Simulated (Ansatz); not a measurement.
`CO[SiH](F)C#N` + `c1ccncc1` → `N#Cc1cccnc1` + `CO[SiH2]F` at 600 K and 1 bar (formal exchange of groups at a C–Si bond).

Gas-phase electronic energies from Ansatz, PBE0-D4/def2-TZVP geometries. CCSD(T)/CBS is the MP2 limit (def2-TZVPP, def2-QZVPP) plus CCSD(T) − MP2 in def2-TZVPP, frozen cores. Each species was taken in one conformer, which may not be the lowest.

```tsv
species	CCSD(T)/CBS energy (Eh)	H − E (kJ/mol)	S (J/(mol·K))
`CO[SiH](F)C#N`	-597.35672	229.7	456.9
`c1ccncc1`	-247.95918	281.9	357.8
`N#Cc1cccnc1`	-340.09417	291.0	422.0
`CO[SiH2]F`	-505.20189	214.8	391.4
```

H − E and S are ideal-gas, rigid-rotor, harmonic terms from PBE0-D4/def2-TZVP, for one conformer and one mirror image of each species. 1 Eh = 2625.50 kJ/mol, R = 8.31446 J/(mol·K).

By hand: ΔE, ΔH, ΔS and ΔG.

ΔE = (-340.09417) + (-505.20189) − (-597.35672) − (-247.95918) = 0.01984 Eh = 52.1 kJ/mol. Δ(H − E) = 291.0 + 214.8 − 229.7 − 281.9 = -5.8, so ΔH = 46.3 kJ/mol. ΔS = 422.0 + 391.4 − 456.9 − 357.8 = -1.3 J/(mol·K). ΔG = 46.3 − 600 × (-1.3)/1000 = 47.1 kJ/mol.

By hand: the equilibrium constant, and the temperature at which ΔG would vanish if ΔH and ΔS stayed fixed.

log₁₀ K = −ΔG/(RT ln 10) = -4.1. ΔH and −TΔS have one sign here, so there is no such temperature. One of them is within its doubt of zero, so this could turn.

The number of gas molecules stays the same, so ΔS is small and ΔH decides. A doubt of 5 kJ/mol in ΔE shifts log₁₀ K by 0.4 here. Other conformers and mirror images would add mixing entropy, several J/(mol·K) or more a flexible species. These are equilibria of isolated gas molecules and say nothing of rates. Largest T1 diagnostic: 0.014 (customary marks: 0.02 for closed shells, 0.045 for open ones).
